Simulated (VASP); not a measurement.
# PtSe2 (P-3m1) in VASP: further runs, part 2 of 3

VASP 6.6.1. Earlier steps stand in the parts before.

## Step 3: Single point, PBEsol

INCAR reads:

```
PREC = Accurate
ENCUT = 520
EDIFF = 1E-7
ISMEAR = 0
SIGMA = 0.02
LREAL = False
LASPH = True
NELM = 100
ALGO = Normal
ISIF = 2
LWAVE = False
LCHARG = False
GGA = PS
```

KPOINTS reads:

```
Automatic mesh
0
Gamma
  9 9 6
```

POSCAR reads:

```
PtSe2
1.0
    3.7173065500      0.0000000000      0.0000000000
   -1.8586532700      3.2192819000      0.0000000000
    0.0000000000      0.0000000000      5.8200740200
Pt Se
1 2
Direct
    0.0000000000      0.0000000000      0.0000000000
    0.6666666700      0.3333333300      0.7746118400
    0.3333333300      0.6666666700      0.2253881600
```

Potentials or basis: VASP PAW PBE potentials, release 64 (Pt, Se).

Started as:

```sh
cat potpaw_PBE.64/Pt/POTCAR potpaw_PBE.64/Se/POTCAR > POTCAR
mpirun -np 1 vasp_std > vasp.out
```

Run time: 51 s. Hardware: 1 thread of Intel Xeon Platinum 8259CL at 2.50GHz (Skylake/Cascade Lake), shared host; peak memory 0.23 GiB.

Results (log left out):

* Free energy: -15.8320 eV
* Pressure: -1.8 GPa
* Largest force: 0.213 eV/Å
* Band gap on the k mesh: 0.49 eV, indirect (least direct gap 0.83 eV)

Forces on the atoms (eV/Å):
```
Pt   0.000  0.000  0.000
Se   0.000  0.000  0.213
Se   0.000  0.000 -0.213
```

Stress tensor (GPa, compression positive):
```
-1.57  0.00  0.00
 0.00 -1.57  0.00
 0.00  0.00 -2.25
```

Levels at points of the mesh, in eV from the valence-band top:
| k point | band 8 | band 9 | band 10 | band 11 | band 12 | band 13 | band 14 | band 15 |
| --- | --- | --- | --- | --- | --- | --- | --- | --- |
| (0.00, 0.00, 0.00) | -2.14 | -0.58 | -0.58 | -0.05 | 2.21 | 2.21 | 4.05 | 4.56 |
| (0.00, 0.00, 0.50) | -2.20 | -1.55 | -0.70 | -0.70 | 2.48 | 2.48 | 4.92 | 5.97 |

Caveat: the PAW data sets were made with another functional, which shifts forces and pressure a little; spin-orbit coupling is left out, which moves the levels of the heavy elements; an odd mesh through Γ misses points on the zone boundary, where band edges often lie; this functional lacks dispersion, which binds the layers, so the pressure and a relaxed spacing across them are unreliable.

## Step 4: Relaxation of cell and atoms, PBEsol

INCAR reads:

```
PREC = Accurate ; ENCUT = 580
EDIFF = 1E-7 ; ISMEAR = 0
SIGMA = 0.02 ; LREAL = F
LASPH = T ; NELM = 100
ALGO = Normal ; ISIF = 3
LWAVE = F ; LCHARG = F
GGA = PS ; IBRION = 2
NSW = 90 ; EDIFFG = -0.005
```

KPOINTS reads:

```
regular mesh
0
Gamma
  9 9 6
```

POSCAR is that of step 3.

Potentials or basis: VASP PAW PBE potentials, release 64 (Pt, Se).

Started as:

```sh
cat potpaw_PBE.64/Pt/POTCAR potpaw_PBE.64/Se/POTCAR > POTCAR
mpirun -np 1 vasp_std > vasp.out
```

OUTCAR:

```text
PREC = Accurate
   ENCUT = 580
   EDIFF = 1E-7
   ISMEAR = 0
   LREAL = F
   LASPH = T
   NELM = 100
   ISIF = 3
   GGA = PS
   IBRION = 2
   NSW = 90
   EDIFFG = -0.005

 ion  position               nearest neighbor table
   1  0.000  0.000  0.000-   2 2.52   3 2.52   3 2.52   2 2.52   2 2.52   3 2.52
   2  0.667  0.333  0.775-   1 2.52   1 2.52   1 2.52
   3  0.333  0.667  0.225-   1 2.52   1 2.52   1 2.52

  LATTYP: Found a hexagonal cell.
 ALAT       =     3.7173065500
 C/A-ratio  =     1.5656696433

  Lattice vectors:

 A1 = (   3.7173065500,   0.0000000000,   0.0000000000)
 A2 = (  -1.8586532700,   3.2192819000,   0.0000000000)
 A3 = (   0.0000000000,   0.0000000000,   5.8200740200)

Analysis of symmetry for initial positions (statically):
=====================================================================
 Subroutine PRICEL returns:
 Original cell was already a primitive cell.

 Routine SETGRP: Setting up the symmetry group for a
 hexagonal supercell.

 Subroutine GETGRP returns: Found 12 space group operations
 (whereof 12 operations were pure point group operations)
 out of a pool of 24 trial point group operations.

The static configuration has the point symmetry D_3d.

Analysis of symmetry for dynamics (positions and initial velocities):
=====================================================================
 Subroutine PRICEL returns:
 Original cell was already a primitive cell.

 Routine SETGRP: Setting up the symmetry group for a
 hexagonal supercell.

[... 152 lines left out ...]
  ext. energy  EPLUGINS =         0.00000000
  ---------------------------------------------------
  free energy    TOTEN  =       -15.83199394 eV

  energy without entropy =      -15.83199394  energy(sigma->0) =      -15.83199394

 E-fermi :   4.6049     XC(G=0):  -9.9741

 val. band max:        4.4994727743   @ k =   0.1111  -0.0000   0.0000
 cond. band min:       4.9941583289   @ k =   0.0000   0.2222   0.3333
 fundamental gap:      0.4946855546
 Fermi energy:         4.6048610179
[... 968 lines left out ...]
      4      -0.9034      2.00000
      5      -0.4828      2.00000
      6      -0.0093      2.00000
      7       0.6776      2.00000
      8       1.7268      2.00000
      9       3.1122      2.00000
     10       3.1400      2.00000
     11       4.4474      2.00000
     12       5.4286      0.00000
     13       6.4680      0.00000
     14       9.8379      0.00000
     15      11.7282      0.00000

 [... further k-points ...]

[... ionic steps 4 to 30 ...]

--------------------------------------- Ionic step       31  -------------------------------------------

 number of electron      22.0000001 magnetization

------------------------ aborting loop because EDIFF is reached ----------------------------------------
[... 69 lines left out ...]
--------------------------------------- Ionic step       33  -------------------------------------------

 number of electron      22.0000001 magnetization

 Free energy of the ion-electron system (eV)
  ---------------------------------------------------
  ext. energy  EPLUGINS =         0.00000000
  ---------------------------------------------------
  free energy    TOTEN  =       -15.90555139 eV

  energy without entropy =      -15.90528775  energy(sigma->0) =      -15.90541957

 E-fermi :   6.5837     XC(G=0): -10.9577

 val. band max:        6.5517603048   @ k =   0.0000   0.0000   0.1667
 cond. band min:       6.5943797056   @ k =   0.0000   0.3333   0.3333
 fundamental gap:      0.0426194009
 Fermi energy:         6.5836569122
[... 462 lines left out ...]
  FREE ENERGIE OF THE ION-ELECTRON SYSTEM (eV)
  ---------------------------------------------------
  free  energy   TOTEN  =       -15.9055513947 eV

  energy  without entropy=      -15.9052877538  energy(sigma->0) =      -15.90541957

 reached required accuracy - stopping structural energy minimisation
```

Run time: 19 min. Hardware: 1 thread of Intel Xeon Platinum 8259CL at 2.50GHz (Skylake/Cascade Lake), shared host; peak memory 0.27 GiB.

What came out:

```
Free energy                            : -15.9056 eV
Relaxed volume                         : 19.86 Å³/atom
Relaxed cell                           : a = 3.758 Å, b = 3.758 Å, c = 4.870 Å, α = 90.00°, β = 90.00°, γ = 120.00°
Space group after relaxing (to 0.05 Å) : P-3m1 (No. 164)
Energy gained by relaxing              : 24.5 meV/atom
Ionic steps                            : 33
Pressure after relaxing                : 0.0 GPa
Largest force after relaxing           : 0.005 eV/Å
Band gap on the k mesh                 : none (metal or under the smearing width)
```

Forces on the atoms (eV/Å):
```
Pt   0.000  0.000  0.000
Se   0.000  0.000  0.005
Se   0.000  0.000 -0.005
```

The path:
```tsv
step	energy change (eV)	largest force (eV/Å)	pressure (GPa)	volume (Å³)
1	0.0000	0.2128	-1.78	69.65
2	0.0096	0.4311	3.13	67.08
3	-0.0069	0.0310	0.04	68.62
4	-0.0088	0.0571	-0.02	68.52
5	-0.0117	0.1370	-0.21	68.21
6	-0.0138	0.1384	-0.19	67.88
7	-0.0203	0.1467	-0.11	66.89
8	-0.0333	0.1759	0.20	64.90
9	-0.0593	0.3031	1.55	60.91
10	0.1293	0.0291	10.07	52.87
11	-0.0443	0.5678	3.34	60.14
12	-0.0228	0.5446	5.91	56.51
13	-0.0421	0.5963	4.27	58.82
14	-0.0405	0.5903	4.57	58.34
15	-0.0406	0.5873	4.59	58.32
16	-0.0411	0.5792	4.57	58.26
17	-0.0419	0.5633	4.54	58.14
18	-0.0429	0.5330	4.50	57.89
19	-0.0434	0.4721	4.44	57.41
20	-0.0448	0.4618	4.32	57.47
21	-0.0489	0.4314	3.92	57.64
22	-0.0559	0.3706	3.15	57.98
23	-0.0657	0.2493	1.68	58.67
24	-0.0694	0.0145	-1.02	60.07
25	-0.0705	0.0867	-0.20	59.63
26	-0.0707	0.0827	-0.19	59.63
27	-0.0715	0.0703	-0.17	59.62
28	-0.0726	0.0441	-0.11	59.61
29	-0.0735	0.0098	-0.04	59.59
30	-0.0735	0.0117	-0.04	59.59
31	-0.0736	0.0057	0.02	59.57
32	-0.0736	0.0057	0.02	59.57
33	-0.0736	0.0048	0.02	59.58
```

Final structure:
```
CELL_PARAMETERS angstrom
3.75829 0.00000 0.00000
-1.87915 3.25478 0.00000
0.00000 0.00000 4.87032
ATOMIC_POSITIONS crystal
Pt 0.00000 0.00000 0.00000
Se 0.66667 0.33333 0.73894
Se 0.33333 0.66667 0.26106
```

Levels at points of the mesh, in eV from the Fermi level:
```tsv
k point	band 9	band 10	band 11	band 12	band 13	band 14
(0.00, 0.00, 0.00)	-1.04	-1.04	0.72	1.17	1.17	3.25
(0.00, 0.00, 0.50)	-1.71	-1.67	-1.67	2.32	2.32	4.84
```

Caveat: the PAW data sets were made with another functional, which shifts forces and pressure a little; this functional lacks dispersion, which binds the layers, so the pressure and a relaxed spacing across them are unreliable. The run has no spin-orbit coupling, so splittings on Pt are missing.

[end of part 2 of 3]
